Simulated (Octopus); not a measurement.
CsBr:

```xyz
2
Lattice="4.3256 0.0000 0.0000 0.0000 4.3256 0.0000 0.0000 0.0000 4.3256" Properties=species:S:1:pos:R:3 pbc="T T T"
Cs    0.0000    0.0000    0.0000
Br    2.1628    2.1628    2.1628
```

The cell comes from a database or a generator and needn't be the stable form of this composition.

* Program: Octopus 16.4
* Task: single point
* Functional: PBEsol
* Potentials or basis: pseudodojo_pbesol (PseudoDojo 0.4, PBEsol)
* Grid spacing: 0.154 Å
* k mesh: 6 × 6 × 6
* Occupations: fermi-dirac, width 0.05 eV
* Spin: no spin polarisation

On this cell: largest force zero by symmetry; band gap on the k mesh 4.23 eV, indirect (least direct gap 4.24 eV).

The same run follows on a disturbed copy (atoms moved at random, drawn with an rms of 0.05 Å):

```
CELL_PARAMETERS angstrom
4.32562 0.00000 0.00000
0.00000 4.32562 0.00000
0.00000 0.00000 4.32562
ATOMIC_POSITIONS crystal
Cs 0.01354 0.99725 0.00118
Br 0.50733 0.49979 0.49719
```

What changes?

The energy moves by +0.3 meV/atom; largest force 0.020 eV/Å; band gap on the k mesh 4.23 eV, indirect (least direct gap 4.24 eV).

Forces on the atoms (eV/Å):
```
Cs  -0.016  0.006 -0.010
Br   0.016 -0.006  0.010
```

Caveats: spin-orbit coupling is left out, which moves the levels of the heavy elements.

